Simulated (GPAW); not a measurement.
# GaN (F-43m) in GPAW: notebook, part 2 of 2

GPAW 26.7.0.

## (4) RPA correlation energy, PBE

run.py reads:

```python
import numpy as np
import spglib
from ase import Atoms
from ase.io import read
from ase.units import Bohr, Ha
from gpaw import GPAW, PW, setup_paths
from gpaw.hybrids.energy import non_self_consistent_energy
from gpaw.xc.rpa import RPACorrelation

setup_paths.insert(0, '.')

atoms = read('GaN.cif')
cell, positions, numbers = spglib.find_primitive(
    (atoms.cell[:], atoms.get_scaled_positions(), atoms.numbers), symprec=1e-4)
atoms = Atoms(numbers, cell=cell, scaled_positions=positions, pbc=True)

for x in [1.0]:
    ecuts = np.array([96.0, 120.0, 150])
    a = atoms.copy()
    a.set_cell(atoms.cell * x**(1 / 3), scale_atoms=True)
    calc = GPAW(mode=PW(650),
                xc='PBE',
                kpts={'size': (5, 5, 5), 'gamma': True},
                occupations={'name': 'fermi-dirac', 'width': 0.05},
                nbands=11,
                convergence={'density': 1e-06},
                maxiter=75,
                txt=f'gs-{x:.2f}.txt')
    a.calc = calc
    dft = a.get_potential_energy(force_consistent=True)
    calc.write(f'gs-{x:.2f}.gpw')
    exx = non_self_consistent_energy(calc, 'EXX').sum()
    calc.diagonalize_full_hamiltonian(nbands=int(a.get_volume() / Bohr**3 * (ecuts[-1] / Ha)**1.5 * 2**0.5 / 3 / np.pi**2) + 30)
    calc.write(f'full-{x:.2f}.gpw', mode='all')
    ec = RPACorrelation(f'full-{x:.2f}.gpw', ecut=ecuts, nfrequencies=24, skip_gamma=False, txt=f'rpa-{x:.2f}.txt').calculate()
    slope, ec_inf = np.polyfit(ecuts**-1.5, ec, 1)
    print(f'V = {a.get_volume():.4f} A^3: DFT {dft:.5f}, EXX {exx:.5f}, correlation', *ec.round(5), f'extrapolated {ec_inf:.5f}, total {exx + ec_inf:.5f} eV', flush=True)
```

GaN.cif reads:

```cif
data_GaN
_cell_length_a 4.50700122
_cell_length_b 4.50700122
_cell_length_c 4.50700122
_cell_angle_alpha 90.00000000
_cell_angle_beta 90.00000000
_cell_angle_gamma 90.00000000
_space_group_name_H-M_alt 'F-43m'
_space_group_name_Hall 'F -4 2 3'
_space_group_IT_number 216
loop_
_space_group_symop_operation_xyz
'x,y,z'
'y,-x,-z'
'-x,-y,z'
'-y,x,-z'
'x,-y,-z'
'y,x,z'
'-x,y,-z'
'-y,-x,z'
'z,x,y'
'-z,y,-x'
'z,-x,-y'
'-z,-y,x'
'-z,x,-y'
'z,y,x'
'-z,-x,y'
'z,-y,-x'
'y,z,x'
'-x,-z,y'
'-y,z,-x'
'x,-z,-y'
'-y,-z,x'
'x,z,y'
'y,-z,-x'
'-x,z,-y'
'x,y+1/2,z+1/2'
'y,-x+1/2,-z+1/2'
'-x,-y+1/2,z+1/2'
'-y,x+1/2,-z+1/2'
'x,-y+1/2,-z+1/2'
'y,x+1/2,z+1/2'
'-x,y+1/2,-z+1/2'
'-y,-x+1/2,z+1/2'
'z,x+1/2,y+1/2'
'-z,y+1/2,-x+1/2'
'z,-x+1/2,-y+1/2'
'-z,-y+1/2,x+1/2'
'-z,x+1/2,-y+1/2'
'z,y+1/2,x+1/2'
'-z,-x+1/2,y+1/2'
'z,-y+1/2,-x+1/2'
'y,z+1/2,x+1/2'
'-x,-z+1/2,y+1/2'
'-y,z+1/2,-x+1/2'
'x,-z+1/2,-y+1/2'
'-y,-z+1/2,x+1/2'
'x,z+1/2,y+1/2'
'y,-z+1/2,-x+1/2'
'-x,z+1/2,-y+1/2'
'x+1/2,y,z+1/2'
'y+1/2,-x,-z+1/2'
'-x+1/2,-y,z+1/2'
'-y+1/2,x,-z+1/2'
'x+1/2,-y,-z+1/2'
'y+1/2,x,z+1/2'
'-x+1/2,y,-z+1/2'
'-y+1/2,-x,z+1/2'
'z+1/2,x,y+1/2'
'-z+1/2,y,-x+1/2'
'z+1/2,-x,-y+1/2'
'-z+1/2,-y,x+1/2'
'-z+1/2,x,-y+1/2'
'z+1/2,y,x+1/2'
'-z+1/2,-x,y+1/2'
'z+1/2,-y,-x+1/2'
'y+1/2,z,x+1/2'
'-x+1/2,-z,y+1/2'
'-y+1/2,z,-x+1/2'
'x+1/2,-z,-y+1/2'
'-y+1/2,-z,x+1/2'
'x+1/2,z,y+1/2'
'y+1/2,-z,-x+1/2'
'-x+1/2,z,-y+1/2'
'x+1/2,y+1/2,z'
'y+1/2,-x+1/2,-z'
'-x+1/2,-y+1/2,z'
'-y+1/2,x+1/2,-z'
'x+1/2,-y+1/2,-z'
'y+1/2,x+1/2,z'
'-x+1/2,y+1/2,-z'
'-y+1/2,-x+1/2,z'
'z+1/2,x+1/2,y'
'-z+1/2,y+1/2,-x'
'z+1/2,-x+1/2,-y'
'-z+1/2,-y+1/2,x'
'-z+1/2,x+1/2,-y'
'z+1/2,y+1/2,x'
'-z+1/2,-x+1/2,y'
'z+1/2,-y+1/2,-x'
'y+1/2,z+1/2,x'
'-x+1/2,-z+1/2,y'
'-y+1/2,z+1/2,-x'
'x+1/2,-z+1/2,-y'
'-y+1/2,-z+1/2,x'
'x+1/2,z+1/2,y'
'y+1/2,-z+1/2,-x'
'-x+1/2,z+1/2,-y'
loop_
_atom_site_label
_atom_site_type_symbol
_atom_site_symmetry_multiplicity
_atom_site_Wyckoff_symbol
_atom_site_fract_x
_atom_site_fract_y
_atom_site_fract_z
_atom_site_occupancy
Ga1 Ga 4 a 0.0000000000 0.0000000000 0.0000000000 1
N1 N 4 d 0.2500000000 0.2500000000 0.7500000000 1
```

Potentials or basis: PAW data sets generated in the run's folder for this functional, pw.

On the command line:

```console
> gpaw-setup -x -f PBE Ga N
> OMP_NUM_THREADS=1 python run.py
```

The log of the run:

```text
Using integrator: PointIntegrator
FrequencyDescriptor(from 0.000+0.000j to 0.000+800.000j eV, 24 points)
Nonperiodic BCs:  [False False False]
Using integrator: PointIntegrator
FrequencyDescriptor(from 0.000+0.000j to 0.000+800.000j eV, 24 points)
Nonperiodic BCs:  [False False False]
Integrating chi0 body.

Symmetries of q_c:
    Direct symmetries (Uq -> q): 24
    Indirect symmetries (TUq -> q): 24
In total 48 allowed symmetries.
[... 33 lines left out ...]
10 groups of equivalent kpoints. 92.0% reduction.

Integral kind: hermitian response function
Integrating chi0 head and wings.

Symmetries of q_c:
    Direct symmetries (Uq -> q): 24
    Indirect symmetries (TUq -> q): 24
In total 48 allowed symmetries.
[... 29 lines left out ...]
  ( 1 -1  0)  ( 1 -1  0)  ( 1  0 -1)  ( 1  0 -1)  ( 1  0  0)  ( 1  0  0)
  ( 1  0 -1)  ( 1  0  0)  ( 1 -1  0)  ( 1  0  0)  ( 1 -1  0)  ( 1  0 -1)
  ( 1  0  0)  ( 1  0 -1)  ( 1  0  0)  ( 1 -1  0)  ( 1  0 -1)  ( 1 -1  0)

10 groups of equivalent kpoints. 92.0% reduction.

Integral kind: hermitian response function wings
Integrating chi0 body.

Symmetries of q_c:
    Direct symmetries (Uq -> q): 24
    Indirect symmetries (TUq -> q): 24
In total 48 allowed symmetries.
[... 33 lines left out ...]
10 groups of equivalent kpoints. 92.0% reduction.

Integral kind: hermitian response function
Integrating chi0 head and wings.

Symmetries of q_c:
    Direct symmetries (Uq -> q): 24
    Indirect symmetries (TUq -> q): 24
In total 48 allowed symmetries.
[... 29 lines left out ...]
  ( 1 -1  0)  ( 1 -1  0)  ( 1  0 -1)  ( 1  0 -1)  ( 1  0  0)  ( 1  0  0)
  ( 1  0 -1)  ( 1  0  0)  ( 1 -1  0)  ( 1  0  0)  ( 1 -1  0)  ( 1  0 -1)
  ( 1  0  0)  ( 1  0 -1)  ( 1  0  0)  ( 1 -1  0)  ( 1  0 -1)  ( 1 -1  0)

10 groups of equivalent kpoints. 92.0% reduction.

Integral kind: hermitian response function wings
Integrating chi0 body.

Symmetries of q_c:
    Direct symmetries (Uq -> q): 24
    Indirect symmetries (TUq -> q): 24
In total 48 allowed symmetries.
[... 33 lines left out ...]
10 groups of equivalent kpoints. 92.0% reduction.

Integral kind: hermitian response function
Integrating chi0 head and wings.

Symmetries of q_c:
    Direct symmetries (Uq -> q): 24
    Indirect symmetries (TUq -> q): 24
In total 48 allowed symmetries.
[... 29 lines left out ...]
  ( 1 -1  0)  ( 1 -1  0)  ( 1  0 -1)  ( 1  0 -1)  ( 1  0  0)  ( 1  0  0)
  ( 1  0 -1)  ( 1  0  0)  ( 1 -1  0)  ( 1  0  0)  ( 1 -1  0)  ( 1  0 -1)
  ( 1  0  0)  ( 1  0 -1)  ( 1  0  0)  ( 1 -1  0)  ( 1  0 -1)  ( 1 -1  0)

10 groups of equivalent kpoints. 92.0% reduction.

Integral kind: hermitian response function wings
Integrating chi0 body.

Symmetries of q_c:
    Direct symmetries (Uq -> q): 4
    Indirect symmetries (TUq -> q): 4
In total 8 allowed symmetries.
[... 92 lines left out ...]
Symmetries of q_c:
    Direct symmetries (Uq -> q): 1
    Indirect symmetries (TUq -> q): 1
In total 2 allowed symmetries.

  ( 1  0  0)  ( 0  1 -1)
  ( 0  1  0)  ( 0  1  0)
  ( 0  0  1)  (-1  1  0)

75 groups of equivalent kpoints. 40.0% reduction.

Integral kind: hermitian response function
Integrating chi0 body.

Symmetries of q_c:
    Direct symmetries (Uq -> q): 1
    Indirect symmetries (TUq -> q): 1
In total 2 allowed symmetries.

  ( 1  0  0)  ( 0  1 -1)
  ( 0  1  0)  ( 0  1  0)
  ( 0  0  1)  (-1  1  0)

75 groups of equivalent kpoints. 40.0% reduction.

Integral kind: hermitian response function
Integrating chi0 body.

Symmetries of q_c:
    Direct symmetries (Uq -> q): 1
    Indirect symmetries (TUq -> q): 1
In total 2 allowed symmetries.

  ( 1  0  0)  ( 0  1 -1)
  ( 0  1  0)  ( 0  1  0)
  ( 0  0  1)  (-1  1  0)

75 groups of equivalent kpoints. 40.0% reduction.

Integral kind: hermitian response function
Integrating chi0 body.
[... 85 lines left out ...]
Symmetries of q_c:
    Direct symmetries (Uq -> q): 2
    Indirect symmetries (TUq -> q): 2
In total 4 allowed symmetries.

  ( 1  0  0)  ( 0  1  0)  (-1  0  1)  ( 0 -1  1)
  ( 0  1  0)  ( 1  0  0)  ( 0 -1  1)  (-1  0  1)
  ( 0  0  1)  ( 0  0  1)  ( 0  0  1)  ( 0  0  1)

45 groups of equivalent kpoints. 64.0% reduction.

Integral kind: hermitian response function
Integrating chi0 body.

Symmetries of q_c:
    Direct symmetries (Uq -> q): 2
    Indirect symmetries (TUq -> q): 2
In total 4 allowed symmetries.

  ( 1  0  0)  ( 0  1  0)  (-1  0  1)  ( 0 -1  1)
  ( 0  1  0)  ( 1  0  0)  ( 0 -1  1)  (-1  0  1)
  ( 0  0  1)  ( 0  0  1)  ( 0  0  1)  ( 0  0  1)

45 groups of equivalent kpoints. 64.0% reduction.

Integral kind: hermitian response function
Integrating chi0 body.

Symmetries of q_c:
    Direct symmetries (Uq -> q): 2
    Indirect symmetries (TUq -> q): 2
In total 4 allowed symmetries.

  ( 1  0  0)  ( 0  1  0)  (-1  0  1)  ( 0 -1  1)
  ( 0  1  0)  ( 1  0  0)  ( 0 -1  1)  (-1  0  1)
  ( 0  0  1)  ( 0  0  1)  ( 0  0  1)  ( 0  0  1)

45 groups of equivalent kpoints. 64.0% reduction.

Integral kind: hermitian response function
Integrating chi0 body.
[... 134 lines left out ...]
35 groups of equivalent kpoints. 72.0% reduction.

Integral kind: hermitian response function
```

Wall time 58 s (1 thread of Arm Neoverse V2, shared host); peak memory 0.24 GiB.

The run converged, but some of its settings lie outside the range that counts as converged, so its numbers aren't taken as properties of the crystal.

Results:

| Item | Value |
| --- | --- |
| Free energy | -11.9858 eV |
| Band gap on the k mesh, mean-field level | 1.82 eV, direct |
| RPA total energy per cell | 21.200 eV |

Caveat: the k mesh is coarse (spacing up to 0.48 Å⁻¹), so the values aren't converged; the long-wavelength limit can be off by a per cent or two; the response cutoff is short for absolute correlation energies; an odd mesh through Γ misses points on the zone boundary, where band edges often lie.
